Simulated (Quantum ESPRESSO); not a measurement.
# Si (I4_1/amd) in Quantum ESPRESSO: equation of state

How stiff is Si in PBE, and what volume does it want? The cell is scaled to several volumes.

Everything below comes from runs of Quantum ESPRESSO 7.5. Logs are shortened: lines on timing, memory, paths and dates and some standing lists are left out, and cuts for length are marked.

### Step 1. Starting point

It takes space group I4_1/amd (No. 141, tetragonal). Conventional cell: a = 4.743 Å, b = 4.743 Å, c = 2.659 Å, α = 90.00°, β = 90.00°, γ = 90.00°. Si (site symmetry -4m2) is surrounded by 6 Si at 2.46 to 2.66 Å.

This isn't the form of Si at room conditions, which is diamond.

### Step 2. Single point, PBE, 14.05 Å³/atom

File pw.in:

```
&CONTROL
  calculation = 'scf'
  prefix = 'pwscf'
  outdir = './tmp'
  pseudo_dir = './pseudo'
  tprnfor = .true.
  tstress = .true.
  disk_io = 'nowf'
/
&SYSTEM
  ibrav = 0
  nat = 2
  ntyp = 1
  ecutwfc = 55
  ecutrho = 440
  nbnd = 9
  occupations = 'smearing'
  smearing = 'fd'
  degauss = 0.00367493
/
&ELECTRONS
  conv_thr = 4d-10
  electron_maxstep = 120
  mixing_beta = 0.5
/
ATOMIC_SPECIES
Si    28.0850 Si.pbe-n-rrkjus_psl.1.0.0.UPF
CELL_PARAMETERS angstrom
  -2.3229633681    2.3229633681    1.3021299107
   2.3229633681   -2.3229633681    1.3021299107
   2.3229633681    2.3229633681   -1.3021299107
ATOMIC_POSITIONS crystal
Si     0.5000000000    0.5000000000    0.0000000000
Si     0.2500000000    0.7500000000    0.5000000000
K_POINTS automatic
11 11 11 0 0 0
```

Potentials or basis: SSSP 1.3 efficiency PBE.

The run is started by

```bash
OMP_NUM_THREADS=1 pw.x -in pw.in > pw.out
```

pw.out:

```text
This program is part of the open-source Quantum ESPRESSO suite
     for quantum simulation of materials; please cite
[... 9 lines left out ...]
     --------------------
     sticks:   dense  smooth     PW     G-vecs:    dense   smooth      PW
     Sum        1073     535    179                29569    10475    2011

     Using Slab Decomposition

     bravais-lattice index     =            0
     lattice parameter (alat)  =       6.6779  a.u.
     unit-cell volume          =     189.6687 (a.u.)^3
     number of atoms/cell      =            2
     number of atomic types    =            1
     number of electrons       =         8.00
     number of Kohn-Sham states=            9
     kinetic-energy cutoff     =      55.0000  Ry
     charge density cutoff     =     440.0000  Ry
     scf convergence threshold =      4.0E-10
     mixing beta               =       0.5000
     number of iterations used =            8  plain     mixing
     Exchange-correlation= PBE
                           (   1   4   3   4   0   0   0)

     celldm(1)=   6.677946  celldm(2)=   0.000000  celldm(3)=   0.000000
     celldm(4)=   0.000000  celldm(5)=   0.000000  celldm(6)=   0.000000

     crystal axes: (cart. coord. in units of alat)
               a(1) = (  -0.657353   0.657353   0.368477 )
               a(2) = (   0.657353  -0.657353   0.368477 )
               a(3) = (   0.657353   0.657353  -0.368477 )

     reciprocal axes: (cart. coord. in units 2 pi/alat)
               b(1) = (  0.000000  0.760627  1.356937 )
               b(2) = (  0.760627  0.000000  1.356937 )
               b(3) = (  0.760627  0.760627  0.000000 )

     PseudoPot. # 1 for Si read from file:
     Si.pbe-n-rrkjus_psl.1.0.0.UPF
     Pseudo is Ultrasoft + core correction, Zval =  4.0
     Generated using "atomic" code by A. Dal Corso  v.5.1
     Using radial grid of 1141 points,  6 beta functions with:
                l(1) =   0
                l(2) =   0
                l(3) =   1
                l(4) =   1
                l(5) =   2
                l(6) =   2
     Q(r) pseudized with 0 coefficients

     atomic species   valence    mass     pseudopotential
     Si                4.00    28.08500     Si( 1.00)

     16 Sym. Ops., with inversion, found ( 8 have fractional translation)

   Cartesian axes

     site n.     atom                  positions (alat units)
         1        Si     tau(   1) = (   0.0000000   0.0000000   0.3684769  )
         2        Si     tau(   2) = (   0.6573525  -0.0000000   0.1842385  )

     number of k points=   126  Fermi-Dirac smearing, width (Ry)=  0.0037

     Number of k-points >= 100: set verbosity='high' to print them.

     Dense  grid:    29569 G-vectors     FFT dimensions: (  48,  48,  48)

     Smooth grid:    10475 G-vectors     FFT dimensions: (  32,  32,  32)

     Initial potential from superposition of free atoms

     starting charge       7.9989, renormalised to       8.0000
     Starting wfcs are    8 randomized atomic wfcs +    1 random wfcs

     Self-consistent Calculation

     iteration #  1     ecut=    55.00 Ry     beta= 0.50
     Davidson diagonalization with overlap
     ethr =  1.00E-02,  avg # of iterations =  6.6

     Threshold (ethr) on eigenvalues was too large:
     Diagonalizing with lowered threshold

     Davidson diagonalization with overlap
     ethr =  1.41E-04,  avg # of iterations =  4.3

     total energy              =     -22.79019802 Ry
     estimated scf accuracy    <       0.01164353 Ry

     iteration #  2     ecut=    55.00 Ry     beta= 0.50
     Davidson diagonalization with overlap
     ethr =  1.46E-04,  avg # of iterations =  1.0

     total energy              =     -22.79023975 Ry
     estimated scf accuracy    <       0.00277362 Ry

     iteration #  3     ecut=    55.00 Ry     beta= 0.50
     Davidson diagonalization with overlap
     ethr =  3.47E-05,  avg # of iterations =  1.8

     total energy              =     -22.79027849 Ry
     estimated scf accuracy    <       0.00001924 Ry

     iteration #  4     ecut=    55.00 Ry     beta= 0.50
     Davidson diagonalization with overlap
     c_bands:  1 eigenvalues not converged
     ethr =  2.41E-07,  avg # of iterations =  5.2

     total energy              =     -22.79028330 Ry
     estimated scf accuracy    <       0.00000021 Ry

     iteration #  5     ecut=    55.00 Ry     beta= 0.50
     Davidson diagonalization with overlap
     ethr =  2.57E-09,  avg # of iterations =  2.5

     total energy              =     -22.79028340 Ry
     estimated scf accuracy    <       0.00000001 Ry

     iteration #  6     ecut=    55.00 Ry     beta= 0.50
     Davidson diagonalization with overlap
     ethr =  1.35E-10,  avg # of iterations =  2.1

     total energy              =     -22.79028340 Ry
     estimated scf accuracy    <          7.4E-10 Ry

     iteration #  7     ecut=    55.00 Ry     beta= 0.50
     Davidson diagonalization with overlap
     ethr =  9.28E-12,  avg # of iterations =  2.3

     End of self-consistent calculation

     Number of k-points >= 100: set verbosity='high' to print the bands.

     the Fermi energy is    10.7666 ev

!    total energy              =     -22.79028340 Ry
     estimated scf accuracy    <          6.3E-11 Ry
     smearing contrib. (-TS)   =      -0.00048142 Ry
     internal energy E=F+TS    =     -22.78980198 Ry

     The total energy is F=E-TS. E is the sum of the following terms:
     one-electron contribution =       9.58917559 Ry
     hartree contribution      =       0.14839536 Ry
     xc contribution           =     -12.47381829 Ry
     ewald contribution        =     -20.05355464 Ry

     convergence has been achieved in   7 iterations

     Forces acting on atoms (cartesian axes, Ry/au):

     atom    1 type  1   force =     0.00000000    0.00000000    0.00000000
     atom    2 type  1   force =     0.00000000    0.00000000    0.00000000

     Total force =     0.000000     Total SCF correction =     0.000000

     Computing stress (Cartesian axis) and pressure

          total   stress  (Ry/bohr**3)                   (kbar)     P=      118.66
   0.00089246  -0.00000000  -0.00000000          131.28       -0.00       -0.00
  -0.00000000   0.00089246  -0.00000000           -0.00      131.28       -0.00
   0.00000000   0.00000000   0.00063496            0.00        0.00       93.41

=------------------------------------------------------------------------------=
   JOB DONE.
=------------------------------------------------------------------------------=
```

It took 19 s on 1 thread of AMD EPYC 7R13 (Zen 3), shared host; peak memory 0.16 GiB.

What came out:

| Quantity | Value |
| --- | --- |
| Free energy | -310.0776 eV |
| Pressure | 11.9 GPa |
| Band gap on the k mesh | none (metal or under the smearing width) |

### Step 3. Single point, PBE, 14.35 Å³/atom

pw.in, as its differences from that of step 2:

```diff
@@ -28,5 +28,5 @@
 CELL_PARAMETERS angstrom
-  -2.3229633681    2.3229633681    1.3021299107
-   2.3229633681   -2.3229633681    1.3021299107
-   2.3229633681    2.3229633681   -1.3021299107
+  -2.3393228040    2.3393228040    1.3113001418
+   2.3393228040   -2.3393228040    1.3113001418
+   2.3393228040    2.3393228040   -1.3113001418
 ATOMIC_POSITIONS crystal
```

Potentials or basis: SSSP 1.3 efficiency PBE.

The run is started by

```bash
OMP_NUM_THREADS=1 pw.x -in pw.in > pw.out
```

Run time: 18 s. Hardware: 1 thread of AMD EPYC 7R13 (Zen 3), shared host; peak memory 0.16 GiB.

The run converged. Its results:

| Quantity | Value |
| --- | --- |
| Free energy | -310.1158 eV |
| Pressure | 8.7 GPa |
| Band gap on the k mesh | none (metal or under the smearing width) |

### Step 4. Single point, PBE, 14.65 Å³/atom

pw.in, as its differences from that of step 3:

```diff
@@ -28,5 +28,5 @@
 CELL_PARAMETERS angstrom
-  -2.3393228040    2.3393228040    1.3113001418
-   2.3393228040   -2.3393228040    1.3113001418
-   2.3393228040    2.3393228040   -1.3113001418
+  -2.3554565746    2.3554565746    1.3203438769
+   2.3554565746   -2.3554565746    1.3203438769
+   2.3554565746    2.3554565746   -1.3203438769
 ATOMIC_POSITIONS crystal
```

The run is started by

```bash
OMP_NUM_THREADS=1 pw.x -in pw.in > pw.out
```

It took 17 s on 1 thread of AMD EPYC 7R13 (Zen 3), shared host; peak memory 0.16 GiB.

The run converged. Its results:

| Property | Result |
| --- | --- |
| Free energy | -310.1427 eV |
| Pressure | 5.8 GPa |
| Band gap on the k mesh | none (metal or under the smearing width) |

### Step 5. Single point, PBE, 14.95 Å³/atom

pw.in, as its differences from that of step 4:

```diff
@@ -28,5 +28,5 @@
 CELL_PARAMETERS angstrom
-  -2.3554565746    2.3554565746    1.3203438769
-   2.3554565746   -2.3554565746    1.3203438769
-   2.3554565746    2.3554565746   -1.3203438769
+  -2.3713723045    2.3713723045    1.3292653899
+   2.3713723045   -2.3713723045    1.3292653899
+   2.3713723045    2.3713723045   -1.3292653899
 ATOMIC_POSITIONS crystal
```

The run is started by

```bash
OMP_NUM_THREADS=1 pw.x -in pw.in > pw.out
```

It took 21 s on 1 thread of AMD EPYC 7R13 (Zen 3), shared host; peak memory 0.16 GiB.

Results (log left out):

* Free energy: -310.1594 eV
* Pressure: 3.2 GPa
* Band gap on the k mesh: none (metal or under the smearing width)

### Step 6. Single point, PBE, 15.25 Å³/atom

pw.in, as its differences from that of step 5:

```diff
@@ -28,5 +28,5 @@
 CELL_PARAMETERS angstrom
-  -2.3713723045    2.3713723045    1.3292653899
-   2.3713723045   -2.3713723045    1.3292653899
-   2.3713723045    2.3713723045   -1.3292653899
+  -2.3870772145    2.3870772145    1.3380687285
+   2.3870772145   -2.3870772145    1.3380687285
+   2.3870772145    2.3870772145   -1.3380687285
 ATOMIC_POSITIONS crystal
```

Potentials or basis: SSSP 1.3 efficiency PBE.

The run is started by

```bash
OMP_NUM_THREADS=1 pw.x -in pw.in > pw.out
```

Run time: 20 s. Hardware: 1 thread of AMD EPYC 7R13 (Zen 3), shared host; peak memory 0.16 GiB.

The run converged. Its results:

| Property | Result |
| --- | --- |
| Free energy | -310.1670 eV |
| Pressure | 0.9 GPa |
| Band gap on the k mesh | none (metal or under the smearing width) |

### Step 7. Single point, PBE, 15.55 Å³/atom

pw.in, as its differences from that of step 6:

```diff
@@ -28,5 +28,5 @@
 CELL_PARAMETERS angstrom
-  -2.3870772145    2.3870772145    1.3380687285
-   2.3870772145   -2.3870772145    1.3380687285
-   2.3870772145    2.3870772145   -1.3380687285
+  -2.4025781503    2.4025781503    1.3467577299
+   2.4025781503   -2.4025781503    1.3467577299
+   2.4025781503    2.4025781503   -1.3467577299
 ATOMIC_POSITIONS crystal
```

The run is started by

```bash
OMP_NUM_THREADS=1 pw.x -in pw.in > pw.out
```

Wall time 20 s (1 thread of AMD EPYC 7R13 (Zen 3), shared host); peak memory 0.17 GiB.

The run converged. Its results:

```
Free energy            : -310.1665 eV
Pressure               : -1.2 GPa
Band gap on the k mesh : none (metal or under the smearing width)
```

### Step 8. Single point, PBE, 15.85 Å³/atom

pw.in, as its differences from that of step 7:

```diff
@@ -28,5 +28,5 @@
 CELL_PARAMETERS angstrom
-  -2.4025781503    2.4025781503    1.3467577299
-   2.4025781503   -2.4025781503    1.3467577299
-   2.4025781503    2.4025781503   -1.3467577299
+  -2.4178816084    2.4178816084    1.3553360359
+   2.4178816084   -2.4178816084    1.3553360359
+   2.4178816084    2.4178816084   -1.3553360359
 ATOMIC_POSITIONS crystal
```

Potentials or basis: SSSP 1.3 efficiency PBE.

The run is started by

```bash
OMP_NUM_THREADS=1 pw.x -in pw.in > pw.out
```

pw.out:

```text
This program is part of the open-source Quantum ESPRESSO suite
     for quantum simulation of materials; please cite
[... 9 lines left out ...]
     --------------------
     sticks:   dense  smooth     PW     G-vecs:    dense   smooth      PW
     Sum        1163     579    191                33329    11841    2263

     Using Slab Decomposition

     bravais-lattice index     =            0
     lattice parameter (alat)  =       6.9508  a.u.
     unit-cell volume          =     213.8817 (a.u.)^3
     number of atoms/cell      =            2
     number of atomic types    =            1
     number of electrons       =         8.00
     number of Kohn-Sham states=            9
     kinetic-energy cutoff     =      55.0000  Ry
     charge density cutoff     =     440.0000  Ry
     scf convergence threshold =      4.0E-10
     mixing beta               =       0.5000
     number of iterations used =            8  plain     mixing
     Exchange-correlation= PBE
                           (   1   4   3   4   0   0   0)

     celldm(1)=   6.950812  celldm(2)=   0.000000  celldm(3)=   0.000000
     celldm(4)=   0.000000  celldm(5)=   0.000000  celldm(6)=   0.000000

     crystal axes: (cart. coord. in units of alat)
               a(1) = (  -0.657353   0.657353   0.368477 )
               a(2) = (   0.657353  -0.657353   0.368477 )
               a(3) = (   0.657353   0.657353  -0.368477 )

     reciprocal axes: (cart. coord. in units 2 pi/alat)
               b(1) = (  0.000000  0.760627  1.356937 )
               b(2) = (  0.760627  0.000000  1.356937 )
               b(3) = (  0.760627  0.760627  0.000000 )

     PseudoPot. # 1 for Si read from file:
     Si.pbe-n-rrkjus_psl.1.0.0.UPF
     Pseudo is Ultrasoft + core correction, Zval =  4.0
     Generated using "atomic" code by A. Dal Corso  v.5.1
     Using radial grid of 1141 points,  6 beta functions with:
                l(1) =   0
                l(2) =   0
                l(3) =   1
                l(4) =   1
                l(5) =   2
                l(6) =   2
     Q(r) pseudized with 0 coefficients

     atomic species   valence    mass     pseudopotential
     Si                4.00    28.08500     Si( 1.00)

     16 Sym. Ops., with inversion, found ( 8 have fractional translation)

   Cartesian axes

     site n.     atom                  positions (alat units)
         1        Si     tau(   1) = (   0.0000000   0.0000000   0.3684769  )
         2        Si     tau(   2) = (   0.6573525   0.0000000   0.1842385  )

     number of k points=   126  Fermi-Dirac smearing, width (Ry)=  0.0037

     Number of k-points >= 100: set verbosity='high' to print them.

     Dense  grid:    33329 G-vectors     FFT dimensions: (  48,  48,  48)

     Smooth grid:    11841 G-vectors     FFT dimensions: (  36,  36,  36)

     Initial potential from superposition of free atoms

     starting charge       7.9989, renormalised to       8.0000
     Starting wfcs are    8 randomized atomic wfcs +    1 random wfcs

     Self-consistent Calculation

     iteration #  1     ecut=    55.00 Ry     beta= 0.50
     Davidson diagonalization with overlap
     ethr =  1.00E-02,  avg # of iterations =  6.7

     Threshold (ethr) on eigenvalues was too large:
     Diagonalizing with lowered threshold

     Davidson diagonalization with overlap
     ethr =  1.33E-04,  avg # of iterations =  4.3

     total energy              =     -22.79615881 Ry
     estimated scf accuracy    <       0.01081268 Ry

     iteration #  2     ecut=    55.00 Ry     beta= 0.50
     Davidson diagonalization with overlap
     ethr =  1.35E-04,  avg # of iterations =  1.0

     total energy              =     -22.79618837 Ry
     estimated scf accuracy    <       0.00257546 Ry

     iteration #  3     ecut=    55.00 Ry     beta= 0.50
     Davidson diagonalization with overlap
     ethr =  3.22E-05,  avg # of iterations =  1.6

     total energy              =     -22.79623567 Ry
     estimated scf accuracy    <       0.00002068 Ry

     iteration #  4     ecut=    55.00 Ry     beta= 0.50
     Davidson diagonalization with overlap
     c_bands:  1 eigenvalues not converged
     ethr =  2.58E-07,  avg # of iterations =  5.1

     total energy              =     -22.79624072 Ry
     estimated scf accuracy    <       0.00000030 Ry

     iteration #  5     ecut=    55.00 Ry     beta= 0.50
     Davidson diagonalization with overlap
     c_bands:  1 eigenvalues not converged
     ethr =  3.77E-09,  avg # of iterations =  2.8

     total energy              =     -22.79624085 Ry
     estimated scf accuracy    <       0.00000003 Ry

     iteration #  6     ecut=    55.00 Ry     beta= 0.50
     Davidson diagonalization with overlap
     ethr =  3.15E-10,  avg # of iterations =  1.8

     total energy              =     -22.79624086 Ry
     estimated scf accuracy    <          1.7E-09 Ry

     iteration #  7     ecut=    55.00 Ry     beta= 0.50
     Davidson diagonalization with overlap
     ethr =  2.15E-11,  avg # of iterations =  2.3

     End of self-consistent calculation

     Number of k-points >= 100: set verbosity='high' to print the bands.

     the Fermi energy is     9.1506 ev

!    total energy              =     -22.79624086 Ry
     estimated scf accuracy    <          4.6E-11 Ry
     smearing contrib. (-TS)   =      -0.00052349 Ry
     internal energy E=F+TS    =     -22.79571737 Ry

     The total energy is F=E-TS. E is the sum of the following terms:
     one-electron contribution =       8.57988370 Ry
     hartree contribution      =       0.19185679 Ry
     xc contribution           =     -12.30114115 Ry
     ewald contribution        =     -19.26631670 Ry

     convergence has been achieved in   7 iterations

     Forces acting on atoms (cartesian axes, Ry/au):

     atom    1 type  1   force =     0.00000000    0.00000000    0.00000000
     atom    2 type  1   force =     0.00000000    0.00000000    0.00000000

     Total force =     0.000000     Total SCF correction =     0.000000

     Computing stress (Cartesian axis) and pressure

          total   stress  (Ry/bohr**3)                   (kbar)     P=      -30.03
  -0.00019104  -0.00000000  -0.00000000          -28.10       -0.00       -0.00
  -0.00000000  -0.00019104   0.00000000           -0.00      -28.10        0.00
   0.00000000   0.00000000  -0.00023038            0.00        0.00      -33.89

=------------------------------------------------------------------------------=
   JOB DONE.
=------------------------------------------------------------------------------=
```

Wall time 21 s (1 thread of AMD EPYC 7R13 (Zen 3), shared host); peak memory 0.17 GiB.

What came out:

```yaml
Free_energy: -310.1587 eV
Pressure: -3.0 GPa
Band_gap_on_the_k_mesh: none (metal or under the smearing width)
```

### Step 9. Equation of state, PBE

Potentials or basis: SSSP 1.3 efficiency PBE.

This step only gathers the single runs of the series.

Results:

```
Equilibrium volume                        : 15.38 Å³/atom
Bulk modulus at fixed shape and positions : 107 GPa
Pressure derivative of the bulk modulus   : 4.7
```

Energy against volume, from the lowest point:
| volume (Å³/atom) | energy (meV/atom) |
| --- | --- |
| 14.053 | 44.72 |
| 14.352 | 25.60 |
| 14.651 | 12.16 |
| 14.950 | 3.80 |
| 15.249 | 0.00 |
| 15.548 | 0.28 |
| 15.847 | 4.19 |

Caveat: the cell was scaled at fixed shape and fractional positions, which overstates the stiffness of a crystal with free parameters, most of all of layers and chains.
